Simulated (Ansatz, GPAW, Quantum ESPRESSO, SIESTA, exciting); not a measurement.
# AlN: programs and potentials compared

```xyz
2
Lattice="0.0000 2.1840 2.1840 2.1840 0.0000 2.1840 2.1840 2.1840 0.0000" Properties=species:S:1:pos:R:3 pbc="T T T"
Al    0.0000    0.0000    0.0000
N     1.0920    1.0920    1.0920
```

Measurements of this composition are mostly on another form, of space group No. 186.

Alike in all runs: task band structure; functional PBE; k mesh 10 × 10 × 10; occupations fermi-dirac, width 0.05 eV; no spin polarisation; no spin-orbit coupling. Pressure is positive in compression and, in plane waves, holds the error of the finite cutoff, which Ansatz's Pulay term estimates and takes out.

```tsv
program and potentials	plane-wave cutoff (eV)	notes	band gap (eV)	pressure (GPa)
exciting, all-electron LAPW+lo, shipped species files, valence relativity iora*	-	-	3.32	-
Ansatz, Ansatz NC	1240	4 valence electrons an atom on average	3.31	4.74
Quantum ESPRESSO, PseudoDojo 0.4.1 SR PBE standard	1143	4 valence electrons an atom on average	3.32	4.48
SIESTA, files PseudoDojo sr-pbe-0.4.1-standard, DZP (energy shift 0.002 Ry; radii capped at 9.5 bohr)	-	atomic basis; 4 valence electrons an atom on average	3.25	6.35
Ansatz, SPMS NC	1034	4 valence electrons an atom on average; Pulay term of +0.17 GPa included	3.32	4.86
GPAW, GPAW PAW data sets (gpaw-data 1.2.1)	800	4 valence electrons an atom on average	3.31	5.77
Ansatz, all-electron LAPW, scalar-relativistic	-	-	3.32	4.76
SIESTA, files PseudoDojo sr-pbe-0.4.1-standard, sg15-pbe-1.2, DZP (energy shift 0.003 Ry)	-	atomic basis; 4 valence electrons an atom on average	3.27	6.03
SIESTA, files PseudoDojo sr-pbe-0.4.1-standard, TZDP (energy shift 0.002 Ry; radii capped at 9.5 bohr)	-	atomic basis; 4 valence electrons an atom on average	3.35	5.97
SIESTA, files PseudoDojo sr-pbe-0.4.1-standard, TZP (energy shift 0.002 Ry; radii capped at 9.5 bohr)	-	atomic basis; 4 valence electrons an atom on average	3.29	6.06
Ansatz, Ansatz PAW (files of its older set among them)	900	8 valence electrons an atom on average	3.32	4.74
Ansatz, PseudoDojo stringent (PBE files)	1143	4 valence electrons an atom on average	3.32	4.50
```

The band gap spans 3.25 (SIESTA, files PseudoDojo sr-pbe-0.4.1-standard, DZP (energy shift 0.002 Ry; radii capped at 9.5 bohr)) to 3.35 eV (SIESTA, files PseudoDojo sr-pbe-0.4.1-standard, TZDP (energy shift 0.002 Ry; radii capped at 9.5 bohr)), with all-electron results at 3.32. The pressure spans 4.48 (Quantum ESPRESSO, PseudoDojo 0.4.1 SR PBE standard) to 6.35 GPa (SIESTA, files PseudoDojo sr-pbe-0.4.1-standard, DZP (energy shift 0.002 Ry; radii capped at 9.5 bohr)), with all-electron results at 4.76. The gap is indirect and read on the mesh alone. Rows in atomic bases carry the error of their basis and grid, which can be large.

Differences between rows come from potentials, basis sets and numerical settings, since the functional is the same but for its coding. Runs on potential files found faulty are left out.

The gap is far less sensitive to the numerical treatment than the pressure: plane-wave and all-electron runs agree on it almost exactly, while GPAW's pressure of 5.77 GPa stands well above the all-electron 4.76 GPa. Omitting a Pulay correction would normally lower the pressure, so this excess more probably stems from the data sets or other settings.

The wide gap reflects the polar Al–N bond, with nitrogen 2p states forming the valence-band top and antibonding states with strong cation character above. PBE nevertheless underestimates the gap of AlN, largely because its Kohn–Sham gap lacks the derivative discontinuity; agreement between programs therefore does not imply agreement with experiment. The positive pressures place this cell below the PBE equilibrium volume, in line with the functional's usual underbinding.

In SIESTA, going from DZP through TZP to TZDP at the same energy shift widens the gap and lowers the pressure, but the gap finally overshoots the all-electron value, so closeness in the gap alone does not demonstrate basis convergence.
